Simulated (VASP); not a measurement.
# CoSi2 (Fm-3m) in VASP: a series of runs, part 2 of 2

VASP 6.6.1.

**3. Phonons, PBEsol, collinear spin, ferromagnetic start**

POSCAR

```
CoSi2
1.0
    0.0000000000      2.6780000000      2.6780000000
    2.6780000000      0.0000000000      2.6780000000
    2.6780000000      2.6780000000      0.0000000000
Co Si
1 2
Direct
    0.0000000000      0.0000000000      0.0000000000
    0.7500000000      0.7500000000      0.7500000000
    0.2500000000      0.2500000000      0.2500000000
```

INCAR.step1

```
PREC = Accurate
ENCUT = 600
EDIFF = 1E-8
ISMEAR = 0
SIGMA = 0.02
LREAL = F
LASPH = T
NELM = 120
ALGO = Fast
ISIF = 3
LWAVE = F
LCHARG = F
ISPIN = 2
MAGMOM = 2 0 0
LORBIT = 11
LMAXMIX = 4
GGA = PS
IBRION = 2
NSW = 40
EDIFFG = -0.002
```

INCAR.step2

```
PREC = Accurate
ENCUT = 600
EDIFF = 1E-8
ISMEAR = 0
SIGMA = 0.02
LREAL = F
LASPH = T
NELM = 120
ALGO = Fast
ISIF = 2
LWAVE = F
LCHARG = F
ISPIN = 2
MAGMOM = 2 0 0
LORBIT = 11
LMAXMIX = 4
GGA = PS
IBRION = 8
NSW = 1
```

KPOINTS

```
regular mesh
0
Gamma
  7 7 7
```

Potentials or basis: VASP PAW PBE potentials, release 64 (Co, Si).

Launch:

```console
$ cat potpaw_PBE.64/Co/POTCAR potpaw_PBE.64/Si/POTCAR > POTCAR
$ cp INCAR.step1 INCAR
$ mpirun -np 1 vasp_std > vasp.out
$ cp CONTCAR POSCAR
$ cp INCAR.step2 INCAR
$ mpirun -np 1 vasp_std > vasp.out
```

OUTCAR:

```text
PREC = Accurate
   ENCUT = 600
   EDIFF = 1E-8
   ISMEAR = 0
   LREAL = F
   LASPH = T
   NELM = 120
   ISIF = 2
   ISPIN = 2
   LORBIT = 11
   GGA = PS
   IBRION = 8
   NSW = 1

 ion  position               nearest neighbor table
   1  0.000  0.000  0.000-   2 2.30   2 2.30   2 2.30   2 2.30   3 2.30   3 2.30   3 2.30   3 2.30

   2  0.750  0.750  0.750-   1 2.30   1 2.30   1 2.30   1 2.30   3 2.66   3 2.66   3 2.66   3 2.66
                             3 2.66   3 2.66
   3  0.250  0.250  0.250-   1 2.30   1 2.30   1 2.30   1 2.30   2 2.66   2 2.66   2 2.66   2 2.66
                             2 2.66   2 2.66

  LATTYP: Found a face centered cubic cell.
 ALAT       =     5.3137365952

  Lattice vectors:

 A1 = (   0.0000000000,   2.6568682976,   2.6568682976)
 A2 = (   2.6568682976,   0.0000000000,   2.6568682976)
 A3 = (   2.6568682976,   2.6568682976,   0.0000000000)

Analysis of symmetry for initial positions (statically):
=====================================================================
 Subroutine PRICEL returns:
 Original cell was already a primitive cell.

 Routine SETGRP: Setting up the symmetry group for a
 face centered cubic supercell.

 Subroutine GETGRP returns: Found 48 space group operations
 (whereof 48 operations were pure point group operations)
 out of a pool of 48 trial point group operations.

The static configuration has the point symmetry O_h .

Analysis of symmetry for dynamics (positions and initial velocities):
=====================================================================
 Subroutine PRICEL returns:
 Original cell was already a primitive cell.

 Routine SETGRP: Setting up the symmetry group for a
 face centered cubic supercell.

 Subroutine GETGRP returns: Found 48 space group operations
 (whereof 48 operations were pure point group operations)
 out of a pool of 48 trial point group operations.

The dynamic configuration has the point symmetry O_h .

Analysis of structural, dynamic, and magnetic symmetry:
=====================================================================
 Subroutine PRICEL returns:
 Original cell was already a primitive cell.

 Routine SETGRP: Setting up the symmetry group for a
 face centered cubic supercell.

 Subroutine GETGRP returns: Found 48 space group operations
 (whereof 48 operations were pure point group operations)
 out of a pool of 48 trial point group operations.

The overall configuration has the point symmetry O_h .

[... 810 lines left out ...]
  external PRESSURE =      -0.1210080 kB  Pullay stress =       0.0000000 kB

 VOLUME and BASIS-vectors are now :
 -----------------------------------------------------------------------------
  energy-cutoff  :      600.00
  volume of cell :       37.51
      direct lattice vectors                 reciprocal lattice vectors
     0.000000000  2.656868298  2.656868298    -0.188191489  0.188191489  0.188191489
     2.656868298  0.000000000  2.656868298     0.188191489 -0.188191489  0.188191489
     2.656868298  2.656868298  0.000000000     0.188191489  0.188191489 -0.188191489

 POSITION                                       TOTAL-FORCE (eV/Angst)
 -----------------------------------------------------------------------------------
      0.00000      0.00000      0.00000        -0.000000      0.000000     -0.000000
      3.98530      3.98530      3.98530        -0.000000     -0.000000     -0.000000
      1.32843      1.32843      1.32843         0.000000      0.000000      0.000000
 -----------------------------------------------------------------------------------
    total drift:                                0.000000     -0.000000     -0.000000

  FREE ENERGIE OF THE ION-ELECTRON SYSTEM (eV)
  ---------------------------------------------------
  free  energy   TOTEN  =       -20.9875412336 eV

  energy  without entropy=      -20.9869582993  energy(sigma->0) =      -20.98724977

[... ionic steps 2 to 3 ...]

--------------------------------------- Ionic step        4  -------------------------------------------

------------------------ aborting loop because EDIFF is reached ----------------------------------------

[... ionic steps 5 to 6 ...]

--------------------------------------- Ionic step        7  -------------------------------------------

 Free energy of the ion-electron system (eV)
  ---------------------------------------------------
  ---------------------------------------------------
  free energy    TOTEN  =        -0.01813366 eV

  energy without entropy =       -0.01813366

------------------------ aborting loop because EDIFF is reached ----------------------------------------

 INTERNAL STRAIN TENSOR  FOR ION    2  DIRECTION 1   (eV/Angst):
 -----------------------------------------------------------------------------
     0.00377  0.00000  0.00000
     0.00000  0.00048  9.22906
     0.00000  9.22906  0.00048

 INTERNAL STRAIN TENSOR FOR ION    3 for displacements in x,y,z  (eV/Angst):
          X           Y           Z          XY          YZ          ZX
  --------------------------------------------------------------------------------
  x     0.00000     0.00000     0.00000     0.00000    -9.22906     0.00000
  y     0.00000     0.00000     0.00000     0.00000     0.00000    -9.22906
  z     0.00000     0.00000     0.00000    -9.22906     0.00000     0.00000

 SECOND DERIVATIVES (NOT SYMMETRIZED)
 ------------------------------------
               1X          1Y          1Z          2X          2Y          2Z          3X          3Y          3Z
  1X   -12.804694    0.000000    0.000000    6.402347    0.000000    0.000000    6.402347    0.000000    0.000000
  1Y     0.000000  -12.804694    0.000000    0.000000    6.402347    0.000000    0.000000    6.402347    0.000000
  1Z     0.000000    0.000000  -12.804694    0.000000    0.000000    6.402347    0.000000    0.000000    6.402347
  2X     6.395496    0.000000    0.000000  -10.092779    0.000000    0.000000    3.697283    0.000000    0.000000
  2Y     0.000000    6.395496    0.000000    0.000000  -10.092779    0.000000    0.000000    3.697283   -0.000000
  2Z     0.000000    0.000000    6.395496    0.000000    0.000000  -10.092779    0.000000   -0.000000    3.697283
  3X     6.395496    0.000000    0.000000    3.697283    0.000000    0.000000  -10.092779    0.000000    0.000000
  3Y     0.000000    6.395496    0.000000    0.000000    3.697283   -0.000000    0.000000  -10.092779    0.000000
  3Z     0.000000    0.000000    6.395496    0.000000   -0.000000    3.697283    0.000000    0.000000  -10.092779

 Eigenvectors and eigenvalues of the dynamical matrix
 ----------------------------------------------------

   1 f  =   10.954602 THz    68.829797 2PiTHz  365.406207 cm-1    45.304575 meV
             X         Y         Z           dx          dy          dz
      0.000000  0.000000  0.000000     0.000000   -0.000000   -0.000000
      3.985302  3.985302  3.985302    -0.282123    0.645578   -0.060300
      1.328434  1.328434  1.328434     0.282123   -0.645578    0.060300
[... 43 lines left out ...]
   9 f/i=    0.002791 THz     0.017535 2PiTHz    0.093088 cm-1     0.011541 meV
             X         Y         Z           dx          dy          dz
      0.000000  0.000000  0.000000     0.622570   -0.351600    0.022783
      3.985302  3.985302  3.985302     0.430010   -0.242851    0.015736
      1.328434  1.328434  1.328434     0.430010   -0.242851    0.015736

--------------------------------------------------------------------------------------------------------

 ELASTIC MODULI CONTR FROM IONIC RELAXATION (kBar)
 Direction    XX          YY          ZZ          XY          YZ          ZX
 --------------------------------------------------------------------------------
 XX           0.0000      0.0000      0.0000      0.0000      0.0000      0.0000
 YY           0.0000      0.0000      0.0000      0.0000      0.0000      0.0000
 ZZ           0.0000      0.0000      0.0000      0.0000      0.0000      0.0000
 XY           0.0000      0.0000      0.0000   -527.6536     -0.0000      0.0000
 YZ           0.0000      0.0000      0.0000     -0.0000   -527.6536      0.0000
 ZX           0.0000      0.0000      0.0000      0.0000      0.0000   -527.6536
 --------------------------------------------------------------------------------

 total charge

# of ion       s       p       d       tot
------------------------------------------
    1        0.556   0.751   7.624   8.931
    2        0.717   0.887   0.000   1.604
    3        0.717   0.887   0.000   1.604
--------------------------------------------------
tot          1.989   2.526   7.624  12.139

 magnetization (x)

# of ion       s       p       d       tot
------------------------------------------
    1        0.000   0.000   0.000   0.000
    2        0.000   0.000   0.000   0.000
    3        0.000   0.000   0.000   0.000
--------------------------------------------------
tot          0.000   0.000   0.000   0.000
```

Wall time 2.9 min (1 thread of Intel Xeon 6975P-C (Granite Rapids), shared host); peak memory 0.31 GiB.

Results:

- Relaxed volume: 12.50 Å³/atom
- Relaxed cell: a = 3.757 Å, b = 3.757 Å, c = 3.757 Å, α = 60.00°, β = 60.00°, γ = 60.00°
- Space group after relaxing (to 0.05 Å): Fm-3m (No. 225)
- Net moment: 0.00 μB per cell
- Valence electrons inside the program's atomic spheres: Co 8.93; Si 1.60
- Highest phonon frequency at Γ, LO-TO splitting left out: 365 cm⁻¹

Step by step:
```
step  energy change (eV)  largest force (eV/Å)  pressure (GPa)  volume (Å³)
   1              0.0000                0.0000           -4.37        38.41
   2              0.0043                0.0000            5.56        36.50
   3             -0.0126                0.0000           -0.01        37.51
```

Final structure:
```cif
data_structure
_symmetry_space_group_name_H-M 'P 1'
_symmetry_Int_Tables_number 1
_cell_length_a 3.7574
_cell_length_b 3.7574
_cell_length_c 3.7574
_cell_angle_alpha 60.000
_cell_angle_beta 60.000
_cell_angle_gamma 60.000
_cell_volume 37.51
loop_
_atom_site_label
_atom_site_type_symbol
_atom_site_fract_x
_atom_site_fract_y
_atom_site_fract_z
_atom_site_occupancy
Co1 Co 0.00000 0.00000 0.00000 1
Si1 Si 0.75000 0.75000 0.75000 1
Si2 Si 0.25000 0.25000 0.25000 1
```

Phonon frequencies in cm⁻¹ (negative: imaginary):
```csv
q point,frequencies
"(0.000, 0.000, 0.000)",0 0 0 348 348 348 365 365 365
```

Caveat: the starting moments collapsed, and a magnetic state may lie lower; the PAW data sets were made with another functional, which shifts forces and pressure a little.

**4. For comparison**

An earlier run on the cell as given: functional PBE; potentials or basis VASP PAW PBE potentials, release 64 (Co, Si); cutoff 520 eV; k mesh 9 × 9 × 9; occupations fermi-dirac, width 0.05 eV; collinear spin, ferromagnetic start; starting moments [2.0, 0.0, 0.0] μB.

* Pressure: 0.3 GPa
* Band gap on the k mesh: none (metal or under the smearing width)
* Net moment: 0.00 μB per cell
* Valence electrons inside the program's atomic spheres: Co 8.86; Si 1.59
